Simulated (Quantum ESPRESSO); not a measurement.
# TiO2 (P4_2/mnm) in Quantum ESPRESSO: notebook, part 2 of 2

Quantum ESPRESSO 7.5. Earlier steps stand in the parts before.

### 10 Band structure, PBE

Contents of pw.in:

```
&CONTROL
  calculation = 'scf'
  prefix = 'pwscf'
  outdir = './tmp'
  pseudo_dir = './pseudo'
  tprnfor = .true.
  tstress = .true.
  disk_io = 'low'
/
&SYSTEM
  ibrav = 0
  nat = 6
  ntyp = 2
  ecutwfc = 55
  ecutrho = 440
  nbnd = 33
  occupations = 'smearing'
  smearing = 'fd'
  degauss = 0.00367493
/
&ELECTRONS
  conv_thr = 1.2d-09
  electron_maxstep = 120
  mixing_beta = 0.5
/
ATOMIC_SPECIES
Ti    47.8670 ti_pbe_v1.4.uspp.F.UPF
O     15.9990 O.pbe-n-kjpaw_psl.0.1.UPF
CELL_PARAMETERS angstrom
   4.5998373239    0.0000000000    0.0000000000
   0.0000000000    4.5998373239    0.0000000000
   0.0000000000    0.0000000000    2.9592135600
ATOMIC_POSITIONS angstrom
Ti     0.0000000000    0.0000000000    1.4796067800
Ti     2.2999186620    2.2999186620    0.0000000000
O      1.3998285662    1.3998285662    1.4796067800
O      0.9000900958    3.6997472281    0.0000000000
O      3.6997472281    0.9000900958    0.0000000000
O      3.2000087577    3.2000087577    1.4796067800
K_POINTS automatic
6 6 9 0 0 0
```

Contents of pp_density.in:

```
&INPUTPP
  prefix = 'pwscf'
  outdir = './tmp'
  filplot = 'density.dat'
  plot_num = 0
/
&PLOT
  nfile = 1
  filepp(1) = 'density.dat'
  iflag = 3
  output_format = 6
  fileout = 'density.cube'
/
```

Contents of pp_potential.in:

```
&INPUTPP
  prefix = 'pwscf'
  outdir = './tmp'
  filplot = 'potential.dat'
  plot_num = 11
/
&PLOT
  nfile = 1
  filepp(1) = 'potential.dat'
  iflag = 3
  output_format = 6
  fileout = 'potential.cube'
/
```

Contents of bands.in:

```
&CONTROL
  calculation = 'bands'
  prefix = 'pwscf'
  outdir = './tmp'
  pseudo_dir = './pseudo'
  disk_io = 'low'
  verbosity = 'high'
/
&SYSTEM
  ibrav = 0
  nat = 6
  ntyp = 2
  ecutwfc = 55
  ecutrho = 440
  nbnd = 33
  occupations = 'smearing'
  smearing = 'fd'
  degauss = 0.00367493
/
&ELECTRONS
  conv_thr = 1d-08
  electron_maxstep = 120
  mixing_beta = 0.5
  diago_full_acc = .true.
/
ATOMIC_SPECIES
Ti    47.8670 ti_pbe_v1.4.uspp.F.UPF
O     15.9990 O.pbe-n-kjpaw_psl.0.1.UPF
CELL_PARAMETERS angstrom
   4.5998373239    0.0000000000    0.0000000000
   0.0000000000    4.5998373239    0.0000000000
   0.0000000000    0.0000000000    2.9592135600
ATOMIC_POSITIONS angstrom
Ti     0.0000000000    0.0000000000    1.4796067800
Ti     2.2999186620    2.2999186620    0.0000000000
O      1.3998285662    1.3998285662    1.4796067800
O      0.9000900958    3.6997472281    0.0000000000
O      3.6997472281    0.9000900958    0.0000000000
O      3.2000087577    3.2000087577    1.4796067800
K_POINTS crystal
60
 0.0000000000  0.0000000000  0.0000000000 1
 0.0000000000  0.1250000000  0.0000000000 1
 0.0000000000  0.2500000000  0.0000000000 1
 0.0000000000  0.3750000000  0.0000000000 1
 0.0000000000  0.5000000000  0.0000000000 1
 0.1250000000  0.5000000000  0.0000000000 1
 0.2500000000  0.5000000000  0.0000000000 1
 0.3750000000  0.5000000000  0.0000000000 1
 0.5000000000  0.5000000000  0.0000000000 1
 0.4285714286  0.4285714286  0.0000000000 1
 0.3571428571  0.3571428571  0.0000000000 1
 0.2857142857  0.2857142857  0.0000000000 1
 0.2142857143  0.2142857143  0.0000000000 1
 0.1428571429  0.1428571429  0.0000000000 1
 0.0714285714  0.0714285714  0.0000000000 1
 0.0000000000  0.0000000000  0.0000000000 1
 0.0000000000  0.0000000000  0.0625000000 1
 0.0000000000  0.0000000000  0.1250000000 1
 0.0000000000  0.0000000000  0.1875000000 1
 0.0000000000  0.0000000000  0.2500000000 1
 0.0000000000  0.0000000000  0.3125000000 1
 0.0000000000  0.0000000000  0.3750000000 1
 0.0000000000  0.0000000000  0.4375000000 1
 0.0000000000  0.0000000000  0.5000000000 1
 0.0000000000  0.1000000000  0.5000000000 1
 0.0000000000  0.2000000000  0.5000000000 1
 0.0000000000  0.3000000000  0.5000000000 1
 0.0000000000  0.4000000000  0.5000000000 1
 0.0000000000  0.5000000000  0.5000000000 1
 0.1000000000  0.5000000000  0.5000000000 1
 0.2000000000  0.5000000000  0.5000000000 1
 0.3000000000  0.5000000000  0.5000000000 1
 0.4000000000  0.5000000000  0.5000000000 1
 0.5000000000  0.5000000000  0.5000000000 1
 0.4285714286  0.4285714286  0.5000000000 1
 0.3571428571  0.3571428571  0.5000000000 1
 0.2857142857  0.2857142857  0.5000000000 1
 0.2142857143  0.2142857143  0.5000000000 1
 0.1428571429  0.1428571429  0.5000000000 1
 0.0714285714  0.0714285714  0.5000000000 1
 0.0000000000  0.0000000000  0.5000000000 1
 0.0000000000  0.5000000000  0.0000000000 1
 0.0000000000  0.5000000000  0.0555555556 1
 0.0000000000  0.5000000000  0.1111111111 1
 0.0000000000  0.5000000000  0.1666666667 1
 0.0000000000  0.5000000000  0.2222222222 1
 0.0000000000  0.5000000000  0.2777777778 1
 0.0000000000  0.5000000000  0.3333333333 1
 0.0000000000  0.5000000000  0.3888888889 1
 0.0000000000  0.5000000000  0.4444444444 1
 0.0000000000  0.5000000000  0.5000000000 1
 0.5000000000  0.5000000000  0.0000000000 1
 0.5000000000  0.5000000000  0.0625000000 1
 0.5000000000  0.5000000000  0.1250000000 1
 0.5000000000  0.5000000000  0.1875000000 1
 0.5000000000  0.5000000000  0.2500000000 1
 0.5000000000  0.5000000000  0.3125000000 1
 0.5000000000  0.5000000000  0.3750000000 1
 0.5000000000  0.5000000000  0.4375000000 1
 0.5000000000  0.5000000000  0.5000000000 1
```

Potentials or basis: SSSP 1.3 efficiency PBE.

Command:

```sh
> OMP_NUM_THREADS=1 mpirun -n 2 pw.x -nk 2 -in pw.in > pw.out
> OMP_NUM_THREADS=1 mpirun -n 1 pp.x -in pp_density.in > pp_density.out
> OMP_NUM_THREADS=1 mpirun -n 1 pp.x -in pp_potential.in > pp_potential.out
> OMP_NUM_THREADS=1 mpirun -n 2 pw.x -nk 2 -in bands.in > bands.out
```

Wall time 98 s (2 MPI ranks of Arm Neoverse V1, shared host); peak memory 0.44 GiB.

The run converged. Its results:

```
Free energy             : -5522.9013 eV
Pressure                : 3.9 GPa
Largest force           : 0.005 eV/Å
Band gap on the k mesh  : 1.86 eV, direct
Band gap along the path : 1.86 eV, direct
```

Forces in eV/Å, atoms in the order of the input:
```
Ti   0.000  0.000  0.000
Ti   0.000  0.000  0.000
O    0.004  0.004  0.000
O   -0.004  0.004  0.000
O    0.004 -0.004  0.000
O   -0.004 -0.004  0.000
```

Stress tensor (GPa, compression positive):
```
4.20 0.00 0.00
0.00 4.20 0.00
0.00 0.00 3.37
```

Levels at the corners of the path, in eV from the valence-band top:
```
point  band 22  band 23  band 24  band 25  band 26  band 27
    Γ    -0.46    -0.46     0.00     1.86     2.14     2.39
    X    -1.65    -0.74    -0.74     2.52     2.52     3.01
    M    -1.31    -1.08    -1.08     1.89     1.89     2.51
    Γ    -0.46    -0.46     0.00     1.86     2.14     2.39
    Z    -2.36    -1.43    -1.43     2.96     2.96     3.17
    R    -2.04    -1.04    -1.04     1.90     1.90     3.19
    A    -1.29    -0.68    -0.68     2.59     2.59     3.20
    Z    -2.36    -1.43    -1.43     2.96     2.96     3.17
    X    -1.65    -0.74    -0.74     2.52     2.52     3.01
    R    -2.04    -1.04    -1.04     1.90     1.90     3.19
    M    -1.31    -1.08    -1.08     1.89     1.89     2.51
    A    -1.29    -0.68    -0.68     2.59     2.59     3.20
```

### 11 Against experiment

Step 10. Measured gap of TiO2: 3.03 eV (direct; 1.6 K; quoted in “Shallow Valence Band of Rutile GeO2 and P-type Doping”, 2020, arxiv:2011.08928). This calculation gives 1.86 eV (-1.17 eV). 2 values of this kind are on record in papers (3.03 to 3.05 eV); this one was drawn at random among those near their median. The value is that of PBE, without temperature or zero-point motion. Semilocal functionals fall short of measured gaps as a rule. The cell is a database's relaxed one, not the measured one, which moves gaps too.
